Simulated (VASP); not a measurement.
Write the native input for VASP 6.6.1 that does the following.

* Task: band structure
* Functional: PBE
* Potentials or basis: VASP PAW PBE potentials, release 64 (K_sv, Cl)
* Cutoff: 520 eV
* k mesh: 8 × 8 × 8
* Occupations: gaussian, width 0.02 eV
* Spin: no spin polarisation
* Ladder: gaps
* Further INCAR settings: ALGO = Normal; EDIFF = 1e-06

Crystal: KCl (Sylvite).

```
K Cl
1.0
     0.00000    3.14647    3.14647
     3.14647    0.00000    3.14647
     3.14647    3.14647    0.00000
K Cl
1 1
Direct
  0.00000 0.00000 0.00000
  0.50000 0.50000 0.50000
```

One way to write it, as run:

POSCAR

```
KCl
1.0
    0.0000000000      3.1464700000      3.1464700000
    3.1464700000      0.0000000000      3.1464700000
    3.1464700000      3.1464700000      0.0000000000
K Cl
1 1
Direct
    0.0000000000      0.0000000000      0.0000000000
    0.5000000000      0.5000000000      0.5000000000
```

INCAR.step1

```
SYSTEM = KCl
PREC     = Accurate       ! precision mode
ENCUT    = 520            ! plane-wave cutoff, eV
EDIFF    = 1E-6           ! SCF threshold, eV
ISMEAR   = 0              ! smearing method
SIGMA    = 0.02           ! smearing width, eV
LREAL    = .False.        ! projectors in reciprocal space
LASPH    = .True.         ! aspherical terms in the spheres
NELM     = 60             ! most SCF steps
ALGO     = Normal         ! electronic algorithm
ISIF     = 2              ! what is computed and relaxed
LWAVE    = .False.        ! write WAVECAR
LCHARG   = .True.         ! write CHGCAR
GGA      = PE             ! functional
```

KPOINTS.step1

```
Automatic mesh
0
Gamma
  8 8 8
  0 0 0
```

INCAR.step2

```
SYSTEM = KCl
PREC     = Accurate       ! precision mode
ENCUT    = 520            ! plane-wave cutoff, eV
EDIFF    = 1E-6           ! SCF threshold, eV
ISMEAR   = 0              ! smearing method
SIGMA    = 0.05           ! smearing width, eV
LREAL    = .False.        ! projectors in reciprocal space
LASPH    = .True.         ! aspherical terms in the spheres
NELM     = 60             ! most SCF steps
ALGO     = Normal         ! electronic algorithm
ISIF     = 2              ! what is computed and relaxed
LWAVE    = .False.        ! write WAVECAR
LCHARG   = .False.        ! write CHGCAR
GGA      = PE             ! functional
ICHARG   = 11             ! starting density
```

KPOINTS.step2

```
path GXWKGLUWLK,UX
10
line-mode
reciprocal
 0.0000000000  0.0000000000  0.0000000000  G
 0.5000000000  0.0000000000  0.5000000000  X

 0.5000000000  0.0000000000  0.5000000000  X
 0.5000000000  0.2500000000  0.7500000000  W

 0.5000000000  0.2500000000  0.7500000000  W
 0.3750000000  0.3750000000  0.7500000000  K

 0.3750000000  0.3750000000  0.7500000000  K
 0.0000000000  0.0000000000  0.0000000000  G

 0.0000000000  0.0000000000  0.0000000000  G
 0.5000000000  0.5000000000  0.5000000000  L

 0.5000000000  0.5000000000  0.5000000000  L
 0.6250000000  0.2500000000  0.6250000000  U

 0.6250000000  0.2500000000  0.6250000000  U
 0.5000000000  0.2500000000  0.7500000000  W

 0.5000000000  0.2500000000  0.7500000000  W
 0.5000000000  0.5000000000  0.5000000000  L

 0.5000000000  0.5000000000  0.5000000000  L
 0.3750000000  0.3750000000  0.7500000000  K

 0.6250000000  0.2500000000  0.6250000000  U
 0.5000000000  0.0000000000  0.5000000000  X
```

Potentials or basis: VASP PAW PBE potentials, release 64 (K_sv, Cl).

The run is started by

```sh
$ cat potpaw_PBE.64/K_sv/POTCAR potpaw_PBE.64/Cl/POTCAR > POTCAR
$ cp INCAR.step1 INCAR
$ cp KPOINTS.step1 KPOINTS
$ mpirun -np 1 vasp_std > vasp.out
$ cp INCAR.step2 INCAR
$ cp KPOINTS.step2 KPOINTS
$ mpirun -np 1 vasp_std > vasp.out
```

Results of the run:

```json
{"Band gap on the k mesh": "5.19 eV, direct", "Band gap along the path": "5.19 eV, direct"}
```

Caveat: the log is that of the step along the path at fixed density, whose energy, stress, charges and moments have no meaning.

Wall time 44 s on 1 thread of AMD EPYC 9R14 (Zen 4), with other jobs on the host, peak memory 0.21 GiB.
